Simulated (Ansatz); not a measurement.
Method: Ansatz 0.2.0, DFT PBE, scalar-relativistic, plane waves, PAW. Settings: cutoff 420 eV, Γ-centred meshes spaced at most about 0.3 Å⁻¹, and about 0.25 Å⁻¹ or finer for metals (2π included), Gaussian smearing. No spin polarisation.

These are static total energies at zero pressure.

Two forms of Ti₄B were relaxed alike.

1.

```
Ti B
1.0
     4.39188    0.00000    0.00000
     0.00000    4.39188    0.00000
     0.00000    0.00000    4.39188
Ti B
4 1
Direct
  0.26990 0.26990 0.26990
  0.73010 0.73010 0.26990
  0.26990 0.73010 0.73010
  0.73010 0.26990 0.73010
  0.00000 0.00000 0.00000
```

2.

```
Ti B
1.0
    -3.84857    3.84857    1.45099
     3.84857   -3.84857    1.45099
     3.84857    3.84857   -1.45099
Ti B
4 1
Direct
  0.00000 0.72182 0.72182
  0.00000 0.27818 0.27818
  0.72182 0.00000 0.72182
  0.27818 0.00000 0.27818
  0.00000 0.00000 0.00000
```

Task: Which would you expect to be lower, and how large is the difference?

Result: Cell 2 is lower, by 21 meV/atom. Cell 1 has space group P-43m (No. 215), 16.9 Å³/atom and no gap on its mesh; cell 2 has space group I4/mmm (No. 139), 17.2 Å³/atom and no gap. Counting Ti atoms around B (those within 1.25 times the shortest such distance or 1.15 times the sum of covalent radii), cell 1 and cell 2 both have B 4. Even the lower one lies +0.45 eV/atom against the reference forms of the elements (uncorrected), so neither is stable at this level. Both come from invented guesses. The lowest form computed isn't among them: it has space group Im-3m (No. 229), 15.8 Å³/atom and lies 207 meV/atom below the best shown.

For metals, differences of a few meV/atom aren't resolved. Cells relaxed within their symmetry can be saddle points. Some candidate types were left out of the draw beforehand, so a known form may be missing.
